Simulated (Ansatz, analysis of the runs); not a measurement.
# Transmission past a defect: (3,3) C nanotube, P in place of one C, part 2 of 2

Aim: how much does this defect scatter, and at which energies?

Ansatz 0.2.0; DFT PBE, plane waves, PAW; relaxation of a wire's period (the session's first sound run).

So far. Step 2 (Relaxing the period): The cell's length comes to 2.466 Å with spin left out. Step 3 (The wire at its relaxed period): At the computed energy nearest the Fermi level there are 2 channels a spin, and the thermal average gives 2.00 G₀.

**4. Relaxation of the scattering region**

This step: DFT PBE, plane waves, PAW; relaxation of a junction in a wire, ends held (Ansatz 0.2.0).

System of this step: (3,3) C nanotube, P in place of one C. The cell holds 108 atoms: 107 C and 1 P. Its edges and angles: a = 10.868 Å, b = 10.806 Å, c = 22.198 Å, α = 90.0°, β = 90.0°, γ = 90.0°. Regions: held atoms, 72 atoms (72 C); free atoms, 36 atoms (35 C and 1 P). Vacuum lies along a and b. The structure's axis is c.

36 atoms at the defect are free to relax, while 72 stay where the perfect wire has them, so that the ends still repeat as a lead.

input.yaml

```yaml
crystal:
  lattice:
    - [10.868, 0.0, 0.0]
    - [0.0, 10.806, 0.0]
    - [0.0, 0.0, 22.1983381395]
  atoms:
    - { symbol: C, position: [0.648270335, 0.625321526, 0.0] }
    - { symbol: C, position: [0.693514215, 0.500080921, 0.0] }
    - { symbol: C, position: [0.306485785, 0.499919079, 0.055555556] }
    - { symbol: C, position: [0.351729665, 0.374678474, 0.055555556] }
    - { symbol: C, position: [0.466301151, 0.691757249, 0.055555556] }
    - { symbol: C, position: [0.596808728, 0.668744085, 0.055555556] }
    - { symbol: C, position: [0.596793604, 0.331410597, 0.055555556] }
    - { symbol: C, position: [0.681870736, 0.433551866, 0.055555556] }
    - { symbol: C, position: [0.318129264, 0.566448134, 0.0] }
    - { symbol: C, position: [0.403206396, 0.668589403, 0.0] }
    - { symbol: C, position: [0.403191272, 0.331255915, 0.0] }
    - { symbol: C, position: [0.533698849, 0.308242751, 0.0] }
    - { symbol: C, position: [0.648270335, 0.625321526, 0.111111111] }
    - { symbol: C, position: [0.693514215, 0.500080921, 0.111111111] }
    - { symbol: C, position: [0.306485785, 0.499919079, 0.166666667] }
    - { symbol: C, position: [0.351729665, 0.374678474, 0.166666667] }
    - { symbol: C, position: [0.466301151, 0.691757249, 0.166666667] }
    - { symbol: C, position: [0.596808728, 0.668744085, 0.166666667] }
    - { symbol: C, position: [0.596793604, 0.331410597, 0.166666667] }
    - { symbol: C, position: [0.681870736, 0.433551866, 0.166666667] }
    - { symbol: C, position: [0.318129264, 0.566448134, 0.111111111] }
    - { symbol: C, position: [0.403206396, 0.668589403, 0.111111111] }
    - { symbol: C, position: [0.403191272, 0.331255915, 0.111111111] }
    - { symbol: C, position: [0.533698849, 0.308242751, 0.111111111] }
    - { symbol: C, position: [0.648270335, 0.625321526, 0.222222222] }
    - { symbol: C, position: [0.693514215, 0.500080921, 0.222222222] }
    - { symbol: C, position: [0.306485785, 0.499919079, 0.277777778] }
    - { symbol: C, position: [0.351729665, 0.374678474, 0.277777778] }
    - { symbol: C, position: [0.466301151, 0.691757249, 0.277777778] }
    - { symbol: C, position: [0.596808728, 0.668744085, 0.277777778] }
[... 72 atom lines left out ...]
    - { symbol: C, position: [0.596793604, 0.331410597, 0.944444444] }
    - { symbol: C, position: [0.681870736, 0.433551866, 0.944444444] }
    - { symbol: C, position: [0.318129264, 0.566448134, 0.888888889] }
    - { symbol: C, position: [0.403206396, 0.668589403, 0.888888889] }
    - { symbol: C, position: [0.403191272, 0.331255915, 0.888888889] }
    - { symbol: C, position: [0.533698849, 0.308242751, 0.888888889] }
magnetization:
  spin_polarized: true
kpoints:
  mp_grid: { grid: [1, 1, 2] }
scf:
  occupations: { method: fermi_dirac, width: 0.1 }
hamiltonian:
  xc: pbe
relax:
  constraints:
    - { sites: [0, 1, 2, 3, 4, 5, 6, 7, 8, 9, 10, 11, 12, 13, 14, 15, 16, 17, 18, 19, 20, 21, 22, 23, 24, 25, 26, 27, 28, 29, 30, 31, 32, 33, 34, 35, 72, 73, 74, 75, 76, 77, 78, 79, 80, 81, 82, 83, 84, 85, 86, 87, 88, 89, 90, 91, 92, 93, 94, 95, 96, 97, 98, 99, 100, 101, 102, 103, 104, 105, 106, 107] }
  f_tol: 0.04
  max_steps: 35
```

On the command line:

```sh
$ ansatz run input.yaml --threads 16 --pin off --max-ram 61440MiB --backend cuda --events-out ev --progress --plain --runs-dir out --max-vram 78GiB
```

Numbers of over 12 decimals in the logs are rounded to 6 here.

The log of the run:

```text
Warning: crystal.symmetry: narrowed to the stabiliser of the relax constraints — unitary ops 2 → 1; lowered at sites 36, 37, 44, 45, 46, 47, 72, 73, 80, 81, 82, 83 (the operations that carried what is held of a site onto what its image site leaves free; the constrained walk keeps no symmetry that its constraints do not admit)
[...]
Crystal: 108 atoms, lattice volume = 2606.964 Å³
Basis set: ecut = 420 eV, 50919 PW (Γ), exchange–correlation on 150×150×300 points (8 copies of the dense FFT grid, shifted against one another)
Bands: 325, of which v1, the nominal top of the filled ones, is band 217 counted from 1 (216 counted from 0)
Symmetry: 1 space group operations
k-points: 2
[...]
Starting moments: Σ|m| = 0.3 μB on 1 of 108 sites
[...]
SCF iter   1: F=—  HF=-27604.873044 eV  |F-HF|=—  |Δ(HF+E_count)|=         —  Δρ=3.91e-2 (↑3.89e-2 ↓3.91e-2)  dr2=1.55e2  dr2_m=1.07e-2  M=0.018 μB ∫|m|=0.107 μB  β_m=0.30  ethr=3.10e-3  ⟨swp⟩=7.2  Hψ=6809  notcnv=0  defer=231
[...]
spin=Collinear: LDOS preconditioning applied to the charge; magnetization (m = ρ↑ − ρ↓) channel mixes plain (no charge-response kernel on spin).
SCF iter   2: F=—  HF=-27564.709743 eV  |F-HF|=—  |Δ(HF+E_count)|=    4.02e1  Δρ=2.37e-2 (↑2.36e-2 ↓2.37e-2)  dr2=5.18e1  dr2_m=5.49e-3  M=0.018 μB ∫|m|=0.133 μB  β_m=0.30  ethr=3.10e-3  ⟨swp⟩=3.8  Hψ=2583  notcnv=0  defer=306
[...]
SCF iter   7: F=—  HF=-27546.830670 eV  |F-HF|=—  |Δ(HF+E_count)|=   6.76e-4  Δρ=1.37e-4 (↑1.28e-4 ↓1.37e-4)  dr2=6.63e-4  dr2_m=2.49e-4  M=0.005 μB ∫|m|=0.022 μB  β_m=0.30  ethr=5.03e-7  ⟨swp⟩=4.0  Hψ=2624  notcnv=0  defer=308
[...]
spin-set hold released at iteration 7 (site moments contracting): the magnetisation degrees of freedom join the quasi-Newton model from the next iteration; the mixer history was flushed
[...]
SCF 1 converged in 11 iterations: F = -27546.831103 eV  dr2 = 1.05e-7
[...]
SCF 2 converged in 6 iterations: F = -27550.611508 eV  dr2 = 4.87e-6
[...]
SCF 3 converged in 11 iterations: F = -27552.254300 eV  dr2 = 1.96e-7
[...]
SCF 4 converged in 10 iterations: F = -27553.057876 eV  dr2 = 6.81e-7
[...]
SCF 5 converged in 7 iterations: F = -27553.792020 eV  dr2 = 1.09e-5
[...]
SCF 6 converged in 6 iterations: F = -27554.102130 eV  dr2 = 9.64e-6
[...]
SCF 7 converged in 5 iterations: F = -27554.137227 eV  dr2 = 9.10e-6
[...]
SCF 8 converged in 4 iterations: F = -27554.148266 eV  dr2 = 1.13e-5
[...]
SCF 9 converged in 4 iterations: F = -27554.149750 eV  dr2 = 5.73e-6
[...]
SCF 10 converged in 7 iterations: F = -27554.150392 eV  dr2 = 2.70e-9
[...]
SCF converged after 7 iterations
[...]
- { symbol: C, position: [0.317814, 0.566315, 0.333231] }
    - { symbol: C, position: [0.402530, 0.668956, 0.333152] }
    - { symbol: C, position: [0.402915, 0.330553, 0.332915] }
    - { symbol: C, position: [0.533614, 0.307538, 0.331846] }
    - { symbol: C, position: [0.645191, 0.621157, 0.444349] }
    - { symbol: C, position: [0.693643, 0.497508, 0.444703] }
    - { symbol: C, position: [0.313573, 0.495894, 0.499903] }
    - { symbol: C, position: [0.362300, 0.373341, 0.499847] }
    - { symbol: C, position: [0.465483, 0.692596, 0.499899] }
    - { symbol: C, position: [0.595111, 0.665718, 0.499878] }
    - { symbol: P, position: [0.644859, 0.267649, 0.499643] }
    - { symbol: C, position: [0.699666, 0.434023, 0.499894] }
    - { symbol: C, position: [0.320476, 0.564640, 0.444417] }
    - { symbol: C, position: [0.402402, 0.668336, 0.444432] }
    - { symbol: C, position: [0.412985, 0.331340, 0.443403] }
    - { symbol: C, position: [0.537280, 0.295204, 0.439680] }
    - { symbol: C, position: [0.645583, 0.621536, 0.555388] }
    - { symbol: C, position: [0.694311, 0.497896, 0.555068] }
    - { symbol: C, position: [0.308558, 0.499448, 0.610967] }
    - { symbol: C, position: [0.355793, 0.375640, 0.611018] }
    - { symbol: C, position: [0.465733, 0.691733, 0.611066] }
    - { symbol: C, position: [0.595241, 0.666348, 0.610995] }
    - { symbol: C, position: [0.599708, 0.329114, 0.613397] }
    - { symbol: C, position: [0.685262, 0.431662, 0.612023] }
    - { symbol: C, position: [0.320343, 0.564854, 0.555369] }
    - { symbol: C, position: [0.402500, 0.668530, 0.555364] }
    - { symbol: C, position: [0.412972, 0.331522, 0.556261] }
    - { symbol: C, position: [0.537497, 0.295571, 0.559591] }
    - { symbol: C, position: [0.648270335, 0.625321526, 0.666666667] }
    - { symbol: C, position: [0.693514215, 0.500080921, 0.666666667] }
    - { symbol: C, position: [0.306485785, 0.499919, 0.722222222] }
    - { symbol: C, position: [0.351729665, 0.374678, 0.722222222] }
    - { symbol: C, position: [0.466301151, 0.691757249, 0.722222222] }
    - { symbol: C, position: [0.596808728, 0.668744, 0.722222222] }
    - { symbol: C, position: [0.596793604, 0.331410597, 0.722222222] }
    - { symbol: C, position: [0.681870736, 0.433552, 0.722222222] }
    - { symbol: C, position: [0.318129264, 0.566448, 0.666666667] }
    - { symbol: C, position: [0.403206396, 0.668589403, 0.666666667] }
    - { symbol: C, position: [0.403191272, 0.331255915, 0.666666667] }
    - { symbol: C, position: [0.533698849, 0.308243, 0.666666667] }
    - { symbol: C, position: [0.648270335, 0.625321526, 0.777778] }
[...]
- { symbol: C, position: [0.648270335, 0.625321526, 0.888889] }
    - { symbol: C, position: [0.693514215, 0.500080921, 0.888889] }
    - { symbol: C, position: [0.306485785, 0.499919, 0.944444444] }
    - { symbol: C, position: [0.351729665, 0.374678, 0.944444444] }
    - { symbol: C, position: [0.466301151, 0.691757249, 0.944444444] }
    - { symbol: C, position: [0.596808728, 0.668744, 0.944444444] }
    - { symbol: C, position: [0.596793604, 0.331410597, 0.944444444] }
    - { symbol: C, position: [0.681870736, 0.433552, 0.944444444] }
    - { symbol: C, position: [0.318129264, 0.566448, 0.888889] }
    - { symbol: C, position: [0.403206396, 0.668589403, 0.888889] }
    - { symbol: C, position: [0.403191272, 0.331255915, 0.888889] }
    - { symbol: C, position: [0.533698849, 0.308243, 0.888889] }
```

Run time: 14 s. Hardware: 1 × NVIDIA GB200 with 16 threads of Arm Neoverse V2, shared host; peak memory 1.7 GiB.

Step by step:

```csv
step,energy less that of the first step (eV),largest force component (eV/Å)
1,0.0000,14.1288
2,-3.7804,6.0192
3,-5.4232,3.3706
4,-6.2268,3.2399
5,-6.9609,1.7958
6,-7.2710,0.6485
7,-7.3061,0.4086
8,-7.3172,0.2034
9,-7.3186,0.0788
10,-7.3193,0.0213
```

The atoms that moved most (Å):

```csv
atom,dx,dy,dz,length
P55,0.522,-0.689,-0.008,0.865
C56,0.193,0.005,-0.002,0.193
C60,0.039,-0.141,-0.106,0.180
C72,0.041,-0.137,0.090,0.169
C52,0.115,-0.014,-0.003,0.116
C59,0.106,0.001,-0.023,0.109
C71,0.106,0.003,0.016,0.107
C51,0.077,-0.043,-0.002,0.088
```

This step gave:

```yaml
energy_at_zero_smearing: -27554.0148 eV
absolute_moment: 0 μB
```

The largest force component on a free atom ends at 0.021 eV/Å, under the limit of 0.04. P ends nearest to C at 1.80 Å, C at 1.80 Å and C at 1.89 Å.

**5. The open system**

This step: DFT PBE, plane waves, PAW; transmission of a junction in a wire (Ansatz 0.2.0).

The cell is now read as a scatterer between two semi-infinite leads, named by two sites one period apart. The scattering states in its self-consistent potential are matched to the leads' states at each energy. One point across is taken, as for a wire in vacuum.

input.yaml, as its differences from that of step 4:

```diff
@@ -43,14 +43,19 @@
     - { symbol: C, position: [0.533698849, 0.308242751, 0.888888889] }
-magnetization:
-  spin_polarized: true
 kpoints:
-  mp_grid: { grid: [1, 1, 2] }
+  mp_grid: { grid: [1, 1, 4] }
 scf:
-  occupations: { method: fermi_dirac, width: 0.1 }
+  occupations: { method: fermi_dirac, width: 0.05 }
 hamiltonian:
   xc: pbe
-relax:
-  constraints:
-    - { sites: [0, 1, 2, 3, 4, 5, 6, 7, 8, 9, 10, 11, 12, 13, 14, 15, 16, 17, 18, 19, 20, 21, 22, 23, 24, 25, 26, 27, 28, 29, 30, 31, 32, 33, 34, 35, 72, 73, 74, 75, 76, 77, 78, 79, 80, 81, 82, 83, 84, 85, 86, 87, 88, 89, 90, 91, 92, 93, 94, 95, 96, 97, 98, 99, 100, 101, 102, 103, 104, 105, 106, 107] }
-  f_tol: 0.04
-  max_steps: 35
+output:
+  transmission:
+    e_range: [-1.5, 1.5]
+    de: 0.035
+    kmesh: [1, 1]
+    reduced_basis: true
+    leads: [[96, 0]]
+  dos: { projected: true, e_range: [-4, 3] }
+  write_potential: true
+  write_density: true
+  volumetric_format: npy
+  elf: true
```

Atom lines that are left out differ too.

The log of the run:

```text
[...]
Crystal: 108 atoms, lattice volume = 2606.964 Å³
Basis set: ecut = 420 eV, 50919 PW (Γ)
Bands: 325, of which v1, the nominal top of the filled ones, is band 217 counted from 1 (216 counted from 0)
Symmetry: 1 space group operations
[...]
k-points: 3 of 4 (time reversal used)
[...]
SCF iter   1: F=—  HF=-27554.117344 eV  |F-HF|=—  |Δ(HF+E_count)|=         —  Δρ=6.05e-3  dr2=7.96e-1  ethr=1.77e-3  ⟨swp⟩=8.0  Hψ=5314  notcnv=0  defer=235
[...]
SCF iter   6: F=—  HF=-27554.043735 eV  |F-HF|=—  |Δ(HF+E_count)|=   1.32e-3  Δρ=4.08e-5  dr2=7.87e-5  ethr=1.26e-7  ⟨swp⟩=2.7  Hψ=1246  notcnv=0  defer=257
[...]
SCF iter   8: F=—  HF=-27554.043552 eV  |F-HF|=—  |Δ(HF+E_count)|=   2.51e-7  Δρ=6.38e-6  dr2=1.37e-6  ethr=4.82e-9  ⟨swp⟩=2.0  Hψ=1199  notcnv=0  defer=257
[...]
SCF iter  10: F=-27554.043553 eV  HF=-27554.043553 eV  |F-HF|=3.11e-9  |Δ(HF+E_count)|=   4.69e-8  Δρ=1.02e-6  dr2=2.72e-8  ethr=2.31e-11  ⟨swp⟩=25.3  Hψ=8205  notcnv=0
SCF 1 converged in 10 iterations: F = -27554.043553 eV  dr2 = 2.72e-8
[...]
transmission: 4 of 33 steps passed
transmission: 7 of 33 steps passed
[...]
transmission: 33 of 33 steps passed
[...]
SCF converged after 10 iterations
[...]
--- Transmission ---
  basis      : 1037 plane waves across, 33 finite elements along
  points     : 1, standing for a mesh of 1 x 1
  on the GPU : 1 of these points
  filling    : by the input's occupations and mesh, since the crystals that have channels conduct as metals do. If one of these is a semiconductor, that mesh has misplaced its level
[...]
crystal 0  : C12, at the sites [96, 0], period 2.4665 Å, over 14.80 Å; its Hamiltonian steps by up to 30.0 meV: too much for a lead, lay more layers or, if its atoms are ordered, name the step of that order
[...]
filled         : 26.0 meV under the level at which it is neutral
    channels       : 2.000000e0 a spin
[...]
junction   : crystal 0 to crystal 0, -0.09 to 19.65 Å
    transmission   : 1.169897e0 a spin
    conductance    : 7.6526e13 S/m² at 300 K (7.6869e13 on every other energy)
    error estimate : 0.4 % from the energy spacing and 0.0 % from band edges of the leads and from resonances (wavevectors taken as independent; lower de), 5.6 % from the steps of its leads' Hamiltonians or their offsets (lay more layers), 2.1 % from the distance to neutral
    resistance     : 5.3595e-3 Ω µm² beyond half of each lead's own
```

Elapsed: 73 s, on 1 × NVIDIA GB200 with 16 threads; peak memory 13 GiB.

This step gave:

| Property | Result |
| --- | --- |
| energy at zero smearing | -27554.0034 eV |
| transmission at the energy nearest the Fermi level, one spin | 1.170 |
| step of the lead's Hamiltonian | 30 meV |
| conductance of the junction | 1.160 G₀ |

Transmission, one spin against energy, zero at the Fermi level:

energy (eV), transmission, one spin and a bar:
```
    -1.50       0.12 
    -1.43       1.06 ######
    -1.32       1.29 ########
    -1.25       1.34 ########
    -1.19       1.35 ########
    -1.11       1.34 ########
    -1.01       1.29 ########
    -0.94       1.26 #######
    -0.87       1.22 #######
    -0.77       1.15 #######
    -0.69       1.11 ######
    -0.62       1.07 ######
    -0.52       1.03 ######
    -0.45       1.01 ######
    -0.38       1.00 ######
    -0.31       1.00 ######
    -0.20       1.03 ######
    -0.14       1.07 ######
    -0.07       1.12 #######
     0.01       1.17 #######
     0.04       1.25 #######
     0.11       1.29 ########
     0.18       1.36 ########
     0.28       1.45 #########
     0.35       1.50 #########
     0.42       1.55 #########
     0.49       1.59 ##########
     0.60       1.65 ##########
     0.67       1.68 ##########
     0.74       1.71 ##########
     0.84       3.80 ########################
     0.92       4.12 ##########################
     0.98       4.21 ###########################
     1.09       4.57 #############################
     1.12       4.67 ##############################
     1.16       4.01 ##########################
     1.23       4.49 #############################
     1.30       4.56 #############################
     1.41       4.47 #############################
     1.48       4.38 ############################
```

The open channels of the lead, one spin by energy, zero at the Fermi level:

energy (eV), open channels of the lead, one spin and a bar from the least value:
```
    -1.50       1.00 
    -1.40       2.00 ######
    -1.29       2.00 ######
    -1.19       2.00 ######
    -1.08       2.00 ######
    -0.97       2.00 ######
    -0.87       2.00 ######
    -0.77       2.00 ######
    -0.69       2.00 ######
    -0.59       2.00 ######
    -0.48       2.00 ######
    -0.38       2.00 ######
    -0.28       2.00 ######
    -0.17       2.00 ######
    -0.07       2.00 ######
     0.01       2.00 ######
     0.04       2.00 ######
     0.14       2.00 ######
     0.25       2.00 ######
     0.35       2.00 ######
     0.46       2.00 ######
     0.56       2.00 ######
     0.67       2.00 ######
     0.74       2.00 ######
     0.84       6.00 ##############################
     0.95       6.00 ##############################
     1.05       6.00 ##############################
     1.16       5.00 ########################
     1.26       5.00 ########################
     1.37       5.00 ########################
     1.48       5.00 ########################
```

By hand: the program gives 7.6526 × 10^13 S/m² over the cell's cross-section of 117.44 Å² = 1.174 × 10^-18 m², so one cell conducts 8.987 × 10^-5 S. Divided by G0 = 2e²/h = 7.748 × 10^-5 S this is 1.16 G0, a resistance of 11.1 kΩ.

The conductance is 1.16 G₀, with 2 channels a spin open in the lead. The lead's Hamiltonian steps by 30.0 meV, which the program calls too much for a lead. The largest term of the program's error estimate is 6 %, from the steps of its leads' Hamiltonians or their offsets.

**6. Landauer integrals**

This step: Landauer integrals over the computed T(E), interpolated linearly between its energies (analysis of the runs above).

Conductance and thermopower are moments of T(E) over the thermal window; sliding the window along E stands for a gate that leaves T(E) rigid.

Numbers from this step:

* conductance at 300 K, interpolated from T(E): 1.182 G₀
* thermopower at 300 K: -6.358 μV/K
* Lorenz number over L0: 1.005

T(E) held rigid; rough near sharp steps of T(E). The conductance at 300 K by shift of the leads' level:

```csv
shift of the leads' level (eV),conductance at 300 K (G₀)
-1.150,1.34
-1.050,1.31
-0.950,1.26
-0.800,1.17
-0.700,1.11
-0.600,1.06
-0.500,1.02
-0.400,1.00
-0.250,1.02
-0.150,1.07
-0.050,1.14
0.050,1.24
0.150,1.33
0.250,1.42
0.400,1.53
0.500,1.59
0.600,1.65
0.700,1.82
0.800,3.09
0.950,4.17
1.050,4.43
1.150,4.37
```

T(E) held rigid; rough near sharp steps of T(E). Thermopower at 300 K against shift of the leads' level:

```csv
shift of the leads' level (eV),thermopower at 300 K (μV/K)
-1.150,0.730
-1.050,2.29
-0.950,3.22
-0.800,3.80
-0.700,3.7
-0.600,3.13
-0.500,2.16
-0.400,0.617
-0.250,-2.30
-0.150,-4.08
-0.050,-5.35
0.050,-5.98
0.150,-4.96
0.250,-4.39
0.400,-3.24
0.500,-2.60
0.600,-3.23
0.700,-22.5
0.800,-33.9
0.950,-4.87
1.050,-3.56
1.150,2.75
```

The two levels move by half the bias each and T(E) is held rigid. Current from the zero-bias T(E) against bias:

```csv
bias (V),current from the zero-bias T(E) (μA)
0.000,0
0.100,9.17
0.200,18.4
0.300,27.6
0.400,36.9
0.500,46.3
0.600,55.8
0.700,65.4
0.800,75.2
0.900,85.1
1.000,95.1
1.100,105
1.200,116
1.300,126
1.400,137
1.500,150
1.600,164
1.700,182
1.800,202
1.900,223
2.000,244
```

By hand, Mott's formula: S = −(π²k²T/3e) d ln T/dE, and π²k²T/3e = 7.33 μV/K × eV at 300 K. The computed T is 1.12 at -0.065 eV and 1.26 at +0.075 eV, so d ln T/dE ≈ 0.829 per eV and S ≈ -6.07 μV/K, against -6.36 from the integrals.

The thermopower is -6.36 μV/K. The Lorenz ratio is 1.00, where the Wiedemann-Franz law gives 1. Moving the level by up to 0.1 eV either way gives -6.4 to -4.7 μV/K.

**7. Outcome**

```yaml
conductance_of_the_perfect_wire: 2.00 G₀
conductance_p_in_place_of_one_c: 1.16 G₀
thermopower_p_in_place_of_one_c: -6.36 μV/K
```

In words: Summed over the computed window, 70 % of the lead's open channels pass the defect; the conductance at 300 K is 1.16 G₀. With P in place of one C, 59 % of the conductance of that run's own lead (1.97 G₀) is left. Transport is coherent and elastic here: the atoms are frozen, so scattering by vibrations plays no part. The free region is short: held atoms still bear up to 1.3 eV/Å after a relaxation. In 1 run the program finds the step of the lead's Hamiltonian too large, so longer leads may change the transmission. A cell with an odd number of electrons ran without spin; a level of the scatterer near the Fermi level could split if spin were allowed.

[Logs are printed without paths, hosts, clocks, repeated set-up lines and the standing remarks that a program may print on its own settings, such as how far it seeks lower states.]

[Hosts, paths, dates, database ids (printed as entryN), source tags and the programs' standing remarks are cut or masked in the printed files.]
